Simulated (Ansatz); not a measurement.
# NbN: the cost of one run

Method: DFT, PBE, plane-wave PAW, default files, scalar-relativistic, in Ansatz 0.2.0.

1 further run of the same task is left out (it didn't finish).

### Step 1. The starting structure

The structure is cubic, space group Fm-3m (No. 225). Conventional cell: a = 4.389 Å, b = 4.389 Å, c = 4.389 Å, α = 90.00°, β = 90.00°, γ = 90.00°. Around Nb (site symmetry m-3m) lie 6 N at 2.19 Å. Around N (site symmetry m-3m) lie 6 Nb at 2.19 Å.

Coordinates:

```
CELL_PARAMETERS angstrom
0.00000 2.19450 2.19450
2.19450 0.00000 2.19450
2.19450 2.19450 0.00000
ATOMIC_POSITIONS crystal
Nb 0.50000 0.50000 0.50000
N 0.00000 0.00000 0.00000
```

### Step 2. Single point at the given positions

File input.yaml:

```yaml
crystal:
  lattice:
    - [0.0, 2.1945, 2.1945]
    - [2.1945, 0.0, 2.1945]
    - [2.1945, 2.1945, 0.0]
  atoms:
    - { symbol: Nb, position: [0.5, 0.5, 0.5], spin: 2.0 }
    - { symbol: "N", position: [0.0, 0.0, 0.0] }
magnetization:
  spin_polarized: true
kpoints:
  mp_grid: { grid: [12, 12, 12] }
scf:
  occupations: { method: fermi_dirac, width: 0.02 }
hamiltonian:
  xc: pbe
  pseudopotentials: { kind: paw }
output:
  forces: true
  stress: true
  populations: true
  efg:
    quadrupole_moments_barn: { Nb: -0.32, "N": 0.02044 }
    contact_densities: true
```

Run with:

```sh
$ ansatz run input.yaml --threads 1 --pin off --max-ram 3072MiB --backend cpu --events-out ev --progress --plain --runs-dir out
```

Q: Estimate wall time and peak memory on 1 thread of Intel Xeon Platinum 8488C (Sapphire Rapids), shared host.

About 4.6 s, with a peak of 0.44 GiB.
